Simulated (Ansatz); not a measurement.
**zincblende-structured HfC**

Computed with Ansatz (plane waves, PAW, 420 eV cutoff): PBE, scalar-relativistic, no spin polarisation, 12×12×12 k-mesh, Gaussian smearing of 0.05 eV; PAW files: Ansatz's generated set soft_2.

```
Hf C
1.0
     0.00000    2.52211    2.52211
     2.52211    0.00000    2.52211
     2.52211    2.52211    0.00000
Hf C
1 1
Direct
  0.00000 0.00000 0.00000
  0.25000 0.25000 0.25000
```

The start was a prototype's sites filled with these elements, not a measured cell.

The cell is relaxed to zero pressure at this level.

Path: Γ–X–U | K–Γ–L–W–X, with Γ = (0.000, 0.000, 0.000), X = (-0.500, -0.500, 0.000), U = (-0.375, -0.375, 0.250), K = (-0.375, 0.000, 0.375), L = (0.000, 0.000, 0.500), W = (-0.500, -0.250, 0.250) in reciprocal vectors of the calculation's cell.

Question: Is it a metal or an insulator, and if it has a gap, where are the band edges on this path?

Answer: An insulator with a gap of 0.29 eV on the path, the valence band topping at W and the conduction band bottoming at W; the smallest direct gap is 0.29 eV.

Levels between -5 and 3 eV from the Fermi level at the path's named points:
| point | below E_F (eV) | above E_F (eV) |
| --- | --- | --- |
| Γ | -2.40 -2.40 -2.40 |  |
| X | -4.25 -0.21 -0.21 | 0.34 |
| U and K | -3.48 -1.27 -0.70 | 0.52 |
| L | -3.12 -1.81 -1.81 |  |
| W | -2.96 -2.11 -0.14 | 0.14 |

It ran for 31 s on 2 threads of Arm Neoverse N1, with other jobs on the host, peak memory 0.39 GiB.

Spin–orbit coupling, which matters for such heavy elements, is left out.
